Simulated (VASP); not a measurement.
# TaC (Fm-3m) in VASP: a series of runs, part 2 of 2

VASP 6.6.1. The steps go on from the part before.

### Step 3. Relaxation of cell and atoms, r2SCAN, target pressure 19.7 GPa, at which the enthalpy is minimised

This run uses another cell than the first one, of 10.58 Å³/atom, 0.963 times its volume.

File INCAR:

```
SYSTEM = TaC
  ALGO = Normal
  EDIFF = 1E-7
  EDIFFG = -0.002
  ENCUT = 520
  IBRION = 2
  ISIF = 3
  ISMEAR = 0
  LASPH = .TRUE.
  LCHARG = .FALSE.
  LMIXTAU = .TRUE.
  LREAL = .FALSE.
  LWAVE = .FALSE.
  METAGGA = R2SCAN
  NELM = 60
  NSW = 80
  PREC = Accurate
  PSTRESS = 197.0
  SIGMA = 0.1
```

File KPOINTS:

```
k-points
0
G
  16 16 16
  0 0 0
```

File POSCAR:

```
TaC                                     
1.0
    0.0000000000      2.1952233234      2.1952233234
    2.1952233234      0.0000000000      2.1952233234
    2.1952233234      2.1952233234      0.0000000000
  Ta              C             
     1     1
Direct
     0.0000000000000000    0.0000000000000000    0.0000000000000000
     0.5000000000000000    0.5000000000000000    0.5000000000000000
```

Potentials or basis: VASP PAW PBE potentials, release 64 (Ta_pv, C).

On the command line:

```sh
> cat potpaw_PBE.64/Ta_pv/POTCAR potpaw_PBE.64/C/POTCAR > POTCAR
> mpirun -np 1 vasp_std > vasp.out
```

OUTCAR:

```text
SYSTEM = TaC
   EDIFF = 1E-7
   EDIFFG = -0.002
   ENCUT = 520
   IBRION = 2
   ISIF = 3
   ISMEAR = 0
   LASPH = .TRUE.
   LREAL = .FALSE.
   METAGGA = R2SCAN
   NELM = 60
   NSW = 80
   PREC = Accurate
   PSTRESS = 197.0

 ion  position               nearest neighbor table
   1  0.000  0.000  0.000-   2 2.20   2 2.20   2 2.20   2 2.20   2 2.20   2 2.20
   2  0.500  0.500  0.500-   1 2.20   1 2.20   1 2.20   1 2.20   1 2.20   1 2.20

  LATTYP: Found a face centered cubic cell.
 ALAT       =     4.3904466468

  Lattice vectors:

 A1 = (   0.0000000000,   2.1952233234,   2.1952233234)
 A2 = (   2.1952233234,   0.0000000000,   2.1952233234)
 A3 = (   2.1952233234,   2.1952233234,   0.0000000000)

Analysis of symmetry for initial positions (statically):
=====================================================================
 Subroutine PRICEL returns:
 Original cell was already a primitive cell.

 Routine SETGRP: Setting up the symmetry group for a
 face centered cubic supercell.

 Subroutine GETGRP returns: Found 48 space group operations
 (whereof 48 operations were pure point group operations)
 out of a pool of 48 trial point group operations.

The static configuration has the point symmetry O_h .
[... 172 lines left out ...]
  in kB      197.4130532    197.4130532    197.4130532      0.0000000      0.0000000      0.0000000
  external PRESSURE =       0.4130532 kB  Pullay stress =     197.0000000 kB
[... 63 lines left out ...]
--------------------------------------- Ionic step        3  -------------------------------------------

 number of electron      15.0000002 magnetization

 Free energy of the ion-electron system (eV)
  ---------------------------------------------------
  ext. energy  EPLUGINS =         0.00000000
  ---------------------------------------------------
  free energy    TOTEN  =       -59.79671160 eV

  energy without entropy =      -59.79499935  energy(sigma->0) =      -59.79585548

 E-fermi :   8.8797     XC(G=0): -14.5156

 val. band max:        8.8737519910   @ k =   0.1250   0.0625   0.0000
 cond. band min:       8.9533486558   @ k =   0.0625   0.0625   0.0000
 fundamental gap:      0.0795966648
 Fermi energy:         8.8797004918

 k-point     1 :       0.0000    0.0000    0.0000
  band No.  band energies     occupation
      1     -27.3914      2.00000
      2     -27.3914      2.00000
      3     -27.3914      2.00000
      4      -7.1579      2.00000
      5       7.4687      2.00000
      6       7.4687      2.00000
      7       7.4687      2.00000
      8       8.2678      2.00000
      9       8.2678      2.00000
     10       8.2678      2.00000
     11       9.5582      0.00000
[... 309 lines left out ...]
 k-point    24 :      -0.0625    0.0625    0.0000
  band No.  band energies     occupation
      1     -27.4768      2.00000
      2     -27.4149      2.00000
      3     -27.3936      2.00000
      4      -6.8377      2.00000
      5       6.1694      2.00000
      6       6.4150      2.00000
      7       6.4655      2.00000
      8       7.6535      2.00000
      9       8.6032      1.99991
     10       9.1901      0.00001
     11      10.6354      0.00000

 [... further k-points ...]

------------------------ aborting loop because EDIFF is reached ----------------------------------------

  FORCE on cell =-STRESS in cart. coord.  units (eV):
  Direction    XX          YY          ZZ          XY          YZ          ZX
  --------------------------------------------------------------------------------------
  -------------------------------------------------------------------------------------
  Total        2.6031157      2.6031157      2.6031157      0.0000000      0.0000000      0.0000000
  in kB      197.1092805    197.1092805    197.1092805      0.0000000      0.0000000      0.0000000
  external PRESSURE =       0.1092805 kB  Pullay stress =     197.0000000 kB
[... 21 lines left out ...]
  energy  without entropy=      -59.7949993528  energy(sigma->0) =      -59.79585548

  enthalpy is  TOTEN    =       -57.1950391198 eV   P V=        2.6016724792

 reached required accuracy - stopping structural energy minimisation
```

OSZICAR:

```text
N       E                     dE             d eps       ncg     rms          rms(c)
DAV:   1     0.401695530584E+02    0.40170E+02   -0.85979E+03  3190   0.139E+03
DAV:   2    -0.633571809198E+02   -0.10353E+03   -0.99527E+02  3592   0.330E+02
DAV:   3    -0.663802113404E+02   -0.30230E+01   -0.29664E+01  4080   0.513E+01
[... 31 lines left out ...]
DAV:   3    -0.597967112341E+02    0.54955E-06   -0.30783E-06  3437   0.229E-02    0.233E-03
DAV:   4    -0.597967111801E+02    0.54063E-07   -0.13645E-06  3651   0.101E-02    0.982E-04
DAV:   5    -0.597967114483E+02   -0.26821E-06   -0.73801E-08  1607   0.343E-03    0.991E-04
DAV:   6    -0.597967116365E+02   -0.18828E-06   -0.78356E-08  1629   0.237E-03    0.212E-04
DAV:   7    -0.597967115991E+02    0.37465E-07   -0.38321E-08  1613   0.232E-03
   3 F= -.57195039E+02 E0= -.57194183E+02  d E =-.117560E-06
```

CONTCAR:

```text
TaC
   1.00000000000000
     0.0000000000000000    2.1952753178024178    2.1952753178024178
     2.1952753178024178    0.0000000000000000    2.1952753178024178
     2.1952753178024178    2.1952753178024178    0.0000000000000000
  Ta              C
     1     1
Direct
     0.0000000000000000    0.0000000000000000    0.0000000000000000
     0.5000000000000000    0.5000000000000000    0.5000000000000000

  0.00000000E+00  0.00000000E+00  0.00000000E+00
  0.00000000E+00  0.00000000E+00  0.00000000E+00
```

It took 91 s on 1 thread of Intel Xeon 6975P-C (Granite Rapids), shared host; peak memory 0.17 GiB.

What came out:

| Item | Value |
| --- | --- |
| Free energy | -59.7967 eV |
| Energy change on relaxing (the enthalpy is what falls) | -0.1 meV/atom |
| Ionic steps | 3 |
| Pressure after relaxing | 19.7 GPa |
| Band gap on the k mesh | none (metal or under the smearing width) |

The path:
```
step  energy change (eV)  largest force (eV/Å)  pressure (GPa)  volume (Å³)
   1              0.0000                0.0000           19.74        21.16
   2             -0.0010                0.0000           19.58        21.17
   3             -0.0002                0.0000           19.71        21.16
```

Final structure:
```xyz
2
Lattice="0.0000 2.1953 2.1953 2.1953 0.0000 2.1953 2.1953 2.1953 0.0000" Properties=species:S:1:pos:R:3 pbc="T T T"
Ta    0.0000    0.0000    0.0000
C     2.1953    2.1953    2.1953
```

Caveat: the cell is relaxed towards a set pressure, so the enthalpy falls and the energy may rise; the PAW data sets were made with another functional, which shifts forces and pressure a little. Spin-orbit coupling is left out, which matters for the levels of Ta.
